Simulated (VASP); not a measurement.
Wanted: the native input for a VASP 6.6.1 run.

* Task: relaxation of cell and atoms
* Functional: PBE
* Potentials or basis: VASP PAW PBE potentials, release 64 (Pb_d, S)
* Cutoff: 600 eV
* k mesh: 8 × 8 × 8
* Occupations: gaussian, width 0.03 eV
* Spin: no spin polarisation
* Further INCAR settings: ALGO = Normal; EDIFF = 1e-07; IBRION = 2; EDIFFG = -0.005; NSW = 90; ISIF = 3

The structure of PbS (Galena) lies in POSCAR:

```
PbS                                     
1.0
    0.0000000000      3.0037265210      3.0037265210
    3.0037265210      0.0000000000      3.0037265210
    3.0037265210      3.0037265210      0.0000000000
  Pb              S             
     1     1
Direct
     0.0000000000000000    0.0000000000000000    0.0000000000000000
     0.5000000000000000    0.5000000000000000    0.5000000000000000
```

One way to write it, as run:

INCAR

```
ALGO = Normal
EDIFF = 1E-7
EDIFFG = -0.005
ENCUT = 600
GGA = PE
IBRION = 2
ISIF = 3
ISMEAR = 0
LASPH = T
LCHARG = F
LREAL = F
LWAVE = F
NELM = 80
NSW = 90
PREC = Accurate
SIGMA = 0.03
```

KPOINTS

```
k-points
0
Gamma
  8 8 8
```

Potentials or basis: VASP PAW PBE potentials, release 64 (Pb_d, S).

Command:

```console
$ cat potpaw_PBE.64/Pb_d/POTCAR potpaw_PBE.64/S/POTCAR > POTCAR
$ mpirun -np 1 vasp_std > vasp.out
```

It gave:

```
Pressure after relaxing : 0.0 GPa
Band gap on the k mesh  : 0.50 eV, direct
```

Caveat: the relaxation stopped at its first step, so nothing moved; spin-orbit coupling is left out, which as a rule narrows the gap of such compounds by several tenths of an eV.

It took 16 s on 1 thread of Intel(R) Xeon(R) 6975P-C (Granite Rapids), on a shared host, peak memory 0.21 GiB.
